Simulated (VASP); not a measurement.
# NaCl (Fm-3m) in VASP: a series of runs

One crystal, NaCl, is run at these levels: PBEsol; tasks: relaxation of the atoms.

Everything below comes from runs of VASP 6.6.1. Logs are shortened: lines on timing, memory, paths and dates and some standing lists are left out, and cuts for length are marked.

### Step 1. Starting point

Symmetry: Fm-3m, No. 225, cubic system. The conventional cell has a = 5.608 Å, b = 5.608 Å, c = 5.608 Å, α = 90.00°, β = 90.00°, γ = 90.00°. Around Na (site symmetry m-3m) lie 6 Cl at 2.80 Å. Cl (site symmetry m-3m) is surrounded by 6 Na at 2.80 Å.

### Step 2. Relaxation of the atoms, PBEsol (a relaxed cell with its volume scaled by 0.96)

File INCAR:

```
PREC     = Accurate       # precision mode
ENCUT    = 600            # plane-wave cutoff, eV
EDIFF    = 1E-7           # SCF threshold, eV
ISMEAR   = 0              # smearing method
SIGMA    = 0.03           # smearing width, eV
LREAL    = False          # projectors in reciprocal space
LASPH    = True           # aspherical terms in the spheres
NELM     = 80             # most SCF steps
ALGO     = Normal         # electronic algorithm
ISIF     = 2              # what is computed and relaxed
LWAVE    = False          # write WAVECAR
LCHARG   = False          # write CHGCAR
GGA      = PS             # functional
IBRION   = 2              # ionic algorithm
NSW      = 40             # ionic steps
EDIFFG   = -0.01          # ionic threshold
```

File KPOINTS:

```
Automatic mesh
0
Gamma
  8 8 8
```

File POSCAR:

```
NaCl                                    
1.0
   -0.0000000000      2.7659687587      2.7659687587
    2.7659687587     -0.0000000000      2.7659687587
    2.7659687587      2.7659687587     -0.0000000000
  Na              Cl            
     1     1
Direct
     0.0000000000000000    0.0000000000000000    0.0000000000000000
     0.5000000000000000    0.5000000000000000    0.5000000000000000
```

Potentials or basis: VASP PAW PBE potentials, release 64 (Na_pv, Cl).

On the command line:

```bash
> cat potpaw_PBE.64/Na_pv/POTCAR potpaw_PBE.64/Cl/POTCAR > POTCAR
> mpirun -np 1 vasp_std > vasp.out
```

OUTCAR:

```text
PREC = Accurate
   ENCUT = 600
   EDIFF = 1E-7
   ISMEAR = 0
   LREAL = False
   LASPH = True
   NELM = 80
   ISIF = 2
   GGA = PS
   IBRION = 2
   NSW = 40
   EDIFFG = -0.01

 ion  position               nearest neighbor table
   1  0.000  0.000  0.000-
   2  0.500  0.500  0.500-

  LATTYP: Found a face centered cubic cell.
 ALAT       =     5.5319375174

  Lattice vectors:

 A1 = (   0.0000000000,   2.7659687587,   2.7659687587)
 A2 = (   2.7659687587,   0.0000000000,   2.7659687587)
 A3 = (   2.7659687587,   2.7659687587,   0.0000000000)

Analysis of symmetry for initial positions (statically):
=====================================================================
 Subroutine PRICEL returns:
 Original cell was already a primitive cell.

 Routine SETGRP: Setting up the symmetry group for a
 face centered cubic supercell.

 Subroutine GETGRP returns: Found 48 space group operations
 (whereof 48 operations were pure point group operations)
 out of a pool of 48 trial point group operations.

The static configuration has the point symmetry O_h .

Analysis of symmetry for dynamics (positions and initial velocities):
=====================================================================
 Subroutine PRICEL returns:
 Original cell was already a primitive cell.

 Routine SETGRP: Setting up the symmetry group for a
 face centered cubic supercell.

 Subroutine GETGRP returns: Found 48 space group operations
 (whereof 48 operations were pure point group operations)
 out of a pool of 48 trial point group operations.

The dynamic configuration has the point symmetry O_h .

 Subroutine INISYM returns: Found 48 space group operations
 (whereof 48 operations are pure point group operations),
 and found     1 'primitive' translations

----------------------------------------------------------------------------------------

                                     Primitive cell

  volume of cell :      42.3225

  direct lattice vectors                    reciprocal lattice vectors
     0.000000000  2.765968759  2.765968759    -0.180768491  0.180768491  0.180768491
     2.765968759  0.000000000  2.765968759     0.180768491 -0.180768491  0.180768491
     2.765968759  2.765968759  0.000000000     0.180768491  0.180768491 -0.180768491

  length of vectors
     3.911670532  3.911670532  3.911670532     0.313100212  0.313100212  0.313100212

  position of ions in fractional coordinates (direct lattice)
     0.000000000  0.000000000  0.000000000
     0.500000000  0.500000000  0.500000000

  ion indices of the primitive-cell ions
   primitive index   ion index
                 1           1
                 2           2

----------------------------------------------------------------------------------------

 KPOINTS: Automatic mesh

Automatic generation of k-mesh.
 Grid dimensions read from file:
 generate k-points for:    8    8    8

 Generating k-lattice:

  Cartesian coordinates                     Fractional coordinates (reciprocal lattice)
    -0.022596061  0.022596061  0.022596061     0.125000000  0.000000000  0.000000000
     0.022596061 -0.022596061  0.022596061     0.000000000  0.125000000  0.000000000
     0.022596061  0.022596061 -0.022596061     0.000000000  0.000000000  0.125000000

  Length of vectors
     0.039137526  0.039137526  0.039137526

  Shift w.r.t. Gamma in fractional coordinates (k-lattice)
     0.000000000  0.000000000  0.000000000

 Subroutine IBZKPT returns following result:
 ===========================================

 Found     29 irreducible k-points:

 Following reciprocal coordinates:
            Coordinates               Weight
  0.000000  0.000000  0.000000      1.000000
  0.125000  0.000000  0.000000      8.000000
  0.250000  0.000000  0.000000      8.000000
  0.375000  0.000000  0.000000      8.000000
  0.500000  0.000000  0.000000      4.000000
  0.125000  0.125000  0.000000      6.000000
[... 16 lines left out ...]
  0.500000  0.250000  0.125000     48.000000
 -0.375000  0.250000  0.125000     24.000000
 [... further k-points ...]
   k-points           NKPTS =     29   k-points in BZ     NKDIM =     29   number of bands    NBANDS=     11
   number of dos      NEDOS =    301   number of ions     NIONS =      2
   total plane-waves  NPLWV =  32768
   dimension x,y,z NGX =    32 NGY =   32 NGZ =   32
   dimension x,y,z NGXF=    64 NGYF=   64 NGZF=   64
   ions per type =               1   1
   NGX,Y,Z   is equivalent  to a cutoff of  13.60, 13.60, 13.60 a.u.
   NGXF,Y,Z  is equivalent  to a cutoff of  27.20, 27.20, 27.20 a.u.
 SYSTEM =  unknown system
   PREC   = accura    normal or accurate (medium, high low for compatibility)
   ISTART =      0    job   : 0-new  1-cont  2-samecut
   ICHARG =      2    charge: 1-file 2-atom 10-const
   ISPIN  =      1    spin polarized calculation?
   LNONCOLLINEAR =      F non collinear calculations
   LSORBIT =      F    spin-orbit coupling
   LASPH  =      T    aspherical Exc in radial PAW
   ENCUT  =  600.0 eV  44.10 Ry    6.64 a.u.   7.81  7.81  7.81*2*pi/ulx,y,z
   NELM   =     80;   NELMIN=  2; NELMDL= -5     # of ELM steps
   EDIFF  = 0.1E-06   stopping-criterion for ELM
   LREAL  =      F    real-space projection
   EDIFFG = -.1E-01   stopping-criterion for IOM
   NSW    =     40    number of steps for IOM
   IBRION =      2    ionic relax: 0-MD 1-quasi-New 2-CG
   NFREE  =      1    steps in history (QN), initial steepest desc. (CG)
   ISIF   =      2    stress and relaxation
   ISYM   =      2    0-nonsym 1-usesym 2-fastsym
   POTIM  = 0.5000    time-step for ionic-motion
   TEBEG  =    0.0;   TEEND  =   0.0 temperature during run
   PSTRESS=    0.0 pullay stress
   NELECT =      14.0000    total number of electrons
   NUPDOWN=      -1.0000    fix difference up-down
   EMIN   =  10.00;   EMAX   =-10.00  energy-range for DOS
   EFERMI =   0.00;   METHOD = LEGACY
   ISMEAR =     0;   SIGMA  =   0.03  broadening in eV -4-tet -1-fermi 0-gaus
   EFERMI_NEDOS =   21; number of points for ismear=-14 and -15
   IALGO  =     38    algorithm
   IMIX   =      4    mixing-type and parameters
     AMIX     =   0.40;   BMIX     =  1.00
     AMIX_MAG =   1.60;   BMIX_MAG =  1.00
  volume/ion in A,a.u.               =      21.16       142.80
  Fermi-wavevector in a.u.,A,eV,Ry     =   1.132210  2.139566 17.441295  1.281899
  Thomas-Fermi vector in A             =   2.268910
   LORBIT       =      0    0 simple, 1 ext, 2 COOP (PROOUT), +10 PAW based schemes
   GGA     = PS    functional components
   LHFCALC =     F    Hartree Fock is set to
   AEXX    =    0.0000 exact exchange contribution
   IVDW    =     0    specifies the selected vdW correction
   LEPSILON=     F    determine dielectric tensor
   LRPA    =     F    only Hartree local field effects (RPA)
 conjugate gradient relaxation of ions
 non-spin polarized calculation
 Gauss-broadening in eV      SIGMA  =   0.03
  energy-cutoff  :      600.00
  volume of cell :       42.32
 maximum number of plane-waves:      1428
   NGX = 15   NGY = 15   NGZ = 15

 number of electron      14.0000002 magnetization

 Free energy of the ion-electron system (eV)
  ---------------------------------------------------
  ext. energy  EPLUGINS =         0.00000000
  ---------------------------------------------------
  free energy    TOTEN  =        -6.99267038 eV

  energy without entropy =       -6.99267038  energy(sigma->0) =       -6.99267038

 E-fermi :  -0.2655     XC(G=0):  -8.5919

 val. band max:       -0.4372239906   @ k =   0.0000   0.0000   0.0000
 cond. band min:       4.7158117579   @ k =   0.0000   0.0000   0.0000
 fundamental gap:      5.1530357485
 Fermi energy:        -0.2654544058

 k-point     1 :       0.0000    0.0000    0.0000
  band No.  band energies     occupation
      1     -20.9861      2.00000
      2     -20.9861      2.00000
      3     -20.9861      2.00000
      4     -13.2219      2.00000
      5      -0.4372      2.00000
      6      -0.4372      2.00000
      7      -0.4372      2.00000
      8       4.7158      0.00000
      9      10.6118      0.00000
     10      10.6118      0.00000
     11      10.6118      0.00000

 k-point     2 :       0.1250    0.0000    0.0000
  band No.  band energies     occupation
      1     -20.9921      2.00000
      2     -20.9865      2.00000
      3     -20.9865      2.00000
      4     -13.1649      2.00000
      5      -0.8543      2.00000
      6      -0.4844      2.00000
      7      -0.4844      2.00000
      8       5.2443      0.00000
      9      10.0514      0.00000
     10      10.8212      0.00000
     11      10.8212      0.00000

 k-point     3 :       0.2500    0.0000    0.0000
  band No.  band energies     occupation
      1     -21.0065      2.00000
      2     -20.9875      2.00000
      3     -20.9875      2.00000
      4     -13.0229      2.00000
      5      -1.6697      2.00000
      6      -0.5943      2.00000
      7      -0.5943      2.00000
      8       6.2203      0.00000
      9       9.5569      0.00000
     10      10.9585      0.00000
     11      10.9585      0.00000
[... 267 lines left out ...]
 k-point    23 :       0.5000    0.2500    0.1250
  band No.  band energies     occupation
      1     -21.0154      2.00000
      2     -20.9963      2.00000
      3     -20.9907      2.00000
      4     -12.8205      2.00000
      5      -2.1610      2.00000
      6      -1.2159      2.00000
      7      -0.8467      2.00000
      8       7.7748      0.00000
      9       9.1898      0.00000
     10       9.5352      0.00000
     11      11.5891      0.00000

 k-point    24 :      -0.3750    0.2500    0.1250
  band No.  band energies     occupation
      1     -21.0183      2.00000
      2     -20.9969      2.00000
      3     -20.9918      2.00000
      4     -12.7737      2.00000
      5      -2.2923      2.00000
      6      -1.3046      2.00000
      7      -0.9062      2.00000
      8       7.8519      0.00000
      9       9.2439      0.00000
     10       9.9097      0.00000
     11      11.3958      0.00000

 [... further k-points ...]

------------------------ aborting loop because EDIFF is reached ----------------------------------------

  FORCE on cell =-STRESS in cart. coord.  units (eV):
  Direction    XX          YY          ZZ          XY          YZ          ZX
  --------------------------------------------------------------------------------------
  -------------------------------------------------------------------------------------
  Total        0.2975656      0.2975656      0.2975656     -0.0000000     -0.0000000      0.0000000
  in kB       11.2647480     11.2647480     11.2647480     -0.0000000     -0.0000000      0.0000000
  external PRESSURE =      11.2647480 kB  Pullay stress =       0.0000000 kB

 VOLUME and BASIS-vectors are now :
 -----------------------------------------------------------------------------
  energy-cutoff  :      600.00
  volume of cell :       42.32
      direct lattice vectors                 reciprocal lattice vectors
     0.000000000  2.765968759  2.765968759    -0.180768491  0.180768491  0.180768491
     2.765968759  0.000000000  2.765968759     0.180768491 -0.180768491  0.180768491
     2.765968759  2.765968759  0.000000000     0.180768491  0.180768491 -0.180768491

 POSITION                                       TOTAL-FORCE (eV/Angst)
 -----------------------------------------------------------------------------------
      0.00000      0.00000      0.00000         0.000000      0.000000      0.000000
      2.76597      2.76597      2.76597        -0.000000     -0.000000     -0.000000
 -----------------------------------------------------------------------------------
    total drift:                                0.000000     -0.000000     -0.000000

  FREE ENERGIE OF THE ION-ELECTRON SYSTEM (eV)
  ---------------------------------------------------
  free  energy   TOTEN  =        -6.9926703781 eV

  energy  without entropy=       -6.9926703781  energy(sigma->0) =       -6.99267038

 reached required accuracy - stopping structural energy minimisation
```

It took 6 s on 1 thread of Intel Xeon 6975P-C (Granite Rapids), shared host; peak memory 0.17 GiB.

What came out:

| Quantity | Value |
| --- | --- |
| Free energy | -6.9927 eV |
| Pressure after relaxing | 1.1 GPa |
| Band gap on the k mesh | 5.15 eV, direct |

Final structure:
```
Na Cl
1.0
     0.00000    2.76597    2.76597
     2.76597    0.00000    2.76597
     2.76597    2.76597    0.00000
Na Cl
1 1
Direct
  0.00000 0.00000 0.00000
  0.50000 0.50000 0.50000
```

Levels at points of the mesh, in eV from the valence-band top:
| k point | band 3 | band 4 | band 5 | band 6 | band 7 | band 8 | band 9 | band 10 | band 11 |
| --- | --- | --- | --- | --- | --- | --- | --- | --- | --- |
| (0.00, 0.00, 0.00) | -20.55 | -12.78 | 0.00 | 0.00 | 0.00 | 5.15 | 11.05 | 11.05 | 11.05 |
| (0.50, 0.00, 0.00) | -20.55 | -12.37 | -2.16 | -0.30 | -0.30 | 7.17 | 10.97 | 11.00 | 11.00 |
| (0.50, 0.50, 0.00) | -20.56 | -12.32 | -1.87 | -0.67 | -0.67 | 7.60 | 7.83 | 11.54 | 15.14 |

Caveat: the relaxation stopped at its first step, so nothing moved; the PAW data sets were made with another functional, which shifts forces and pressure a little.

### Step 3. Relaxation of the atoms, PBEsol (a relaxed cell with its volume scaled by 0.98)

INCAR is that of step 2.

KPOINTS is that of step 2.

File POSCAR:

```
NaCl                                    
1.0
   -0.0000000000      2.7850450081      2.7850450081
    2.7850450081     -0.0000000000      2.7850450081
    2.7850450081      2.7850450081     -0.0000000000
  Na              Cl            
     1     1
Direct
     0.0000000000000000    0.0000000000000000    0.0000000000000000
     0.5000000000000000    0.5000000000000000    0.5000000000000000
```

Potentials or basis: VASP PAW PBE potentials, release 64 (Na_pv, Cl).

On the command line:

```bash
> cat potpaw_PBE.64/Na_pv/POTCAR potpaw_PBE.64/Cl/POTCAR > POTCAR
> mpirun -np 1 vasp_std > vasp.out
```

Wall time 6.6 s (1 thread of Intel Xeon 6975P-C (Granite Rapids), shared host); peak memory 0.17 GiB.

The run converged. Its results:

* Free energy: -6.9973 eV
* Pressure after relaxing: 0.5 GPa
* Band gap on the k mesh: 5.07 eV, direct

Final structure:
```
Na Cl
1.0
     0.00000    2.78505    2.78505
     2.78505    0.00000    2.78505
     2.78505    2.78505    0.00000
Na Cl
1 1
Direct
  0.00000 0.00000 0.00000
  0.50000 0.50000 0.50000
```

Levels at points of the mesh, in eV from the valence-band top:
```
           k point  band 5  band 6  band 7  band 8  band 9  band 10
(0.00, 0.00, 0.00)    0.00    0.00    0.00    5.07   11.03    11.03
(0.50, 0.00, 0.00)   -2.09   -0.29   -0.29    7.14   10.80    10.95
(0.50, 0.50, 0.00)   -1.81   -0.65   -0.65    7.54    7.85    11.39
```

Caveat: the relaxation stopped at its first step, so nothing moved; the PAW data sets were made with another functional, which shifts forces and pressure a little.

[end of part 1 of 2]
